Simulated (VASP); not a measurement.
Input of a VASP 6.6.1 run:

INCAR

```
SYSTEM = Cd
ALGO     = Normal         ! electronic algorithm
EDIFF    = 1E-6           ! SCF threshold, eV
EDIFFG   = -0.02          ! ionic threshold
ENCUT    = 600            ! plane-wave cutoff, eV
GGA      = PE             ! functional
IBRION   = 2              ! ionic algorithm
ISIF     = 3              ! what is computed and relaxed
ISMEAR   = 1              ! smearing method
LASPH    = .TRUE.         ! aspherical terms in the spheres
LCHARG   = .FALSE.        ! write CHGCAR
LREAL    = .FALSE.        ! projectors in reciprocal space
LWAVE    = .FALSE.        ! write WAVECAR
NELM     = 80             ! most SCF steps
NSW      = 40             ! ionic steps
PREC     = Accurate       ! precision mode
SIGMA    = 0.2            ! smearing width, eV
```

File KPOINTS:

```
k-points
0
G
  9 9 9
  0 0 0
```

POSCAR

```
Cd
1.0
    2.9968200000      0.0000000000      0.0000000000
    0.0000000000      2.9968200000      0.0000000000
    0.0000000000      0.0000000000      2.9968200000
Cd
1
Direct
    0.0000000000      0.0000000000      0.0000000000
```

Potentials or basis: VASP PAW PBE potentials, release 64 (Cd).

The run is started by

```sh
$ cat potpaw_PBE.64/Cd/POTCAR > POTCAR
$ mpirun -np 1 vasp_std > vasp.out
```

Q: Estimate the band gap on the k mesh.

A: None (metal or under the smearing width).

Final structure:
```
CELL_PARAMETERS angstrom
2.99682 0.00000 0.00000
0.00000 2.99682 0.00000
0.00000 0.00000 2.99682
ATOMIC_POSITIONS crystal
Cd 0.00000 0.00000 0.00000
```

Caveat: the relaxation stopped at its first step, so nothing moved.
